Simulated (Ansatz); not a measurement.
Relaxed-ion elastic tensor of AlSb (zinc blende, F-43m) in GPa (Voigt order), r²SCAN in the plane-wave PAW code Ansatz; density 4.19 g/cm³, 29.46 Å³ per atom.

|  | 1 | 2 | 3 | 4 | 5 | 6 |
|---|---|---|---|---|---|---|
| 1 | 86.2 | 40.6 | 40.6 | 0.0 | 0.0 | 0.0 |
| 2 | 40.6 | 86.2 | 40.6 | 0.0 | 0.0 | 0.0 |
| 3 | 40.6 | 40.6 | 86.2 | 0.0 | 0.0 | 0.0 |
| 4 | 0.0 | 0.0 | 0.0 | 41.3 | 0.0 | 0.0 |
| 5 | 0.0 | 0.0 | 0.0 | 0.0 | 41.3 | 0.0 |
| 6 | 0.0 | 0.0 | 0.0 | 0.0 | 0.0 | 41.3 |

Is the crystal mechanically stable?

Yes: the smallest eigenvalue of C is 41.3 GPa.

Work out the Voigt, Reuss and Hill averages.

K_V = 55.8, K_R = 55.8, K_H = 55.8; G_V = 33.9, G_R = 31.2, G_H = 32.5 GPa.

Give Young's modulus, Poisson's ratio, Pugh's ratio and the universal anisotropy index.

E = 9KG/(3K + G) = 81.7 GPa; ν = 0.26; K/G = 1.71 (near the Pugh limit of 1.75, no verdict); A_U = 5G_V/G_R + K_V/K_R − 6 = 0.43.

Estimate the sound speeds and the Debye temperature.

v_l = √((K + 4G/3)/ρ) = 4860 m/s, v_t = √(G/ρ) = 2790 m/s, mean 3100 m/s; Θ = (h/k)(3n/4πV)^(1/3) v_m = 298 K.

Give the Zener ratio and Young's modulus along [100], [110] and [111].

A = 2C44/(C11 − C12) = 1.81; 1/E = S11 − 2(S11 − S12 − S44/2)Γ with Γ = 0, 1/4, 1/3 gives 60.2, 85.5, 99.3 GPa.

Solve the Christoffel equation for the three sound speeds along [100], [110], [111].

Eigenvalues of C_ijkl n_j n_l equal ρv² (piezoelectric stiffening left out). In km/s, slowest first: [100] 3.14, 3.14, 4.53; [110] 2.33, 3.14, 5.00; [111] 2.63, 2.63, 5.14.

Symmetry was held in the r²SCAN relaxation; of distortions, only those at the zone centre were tested. Scalar-relativistic: spin–orbit coupling is off unless named, which matters more the heavier the elements.

Potentials: the later of the program's two PAW sets.
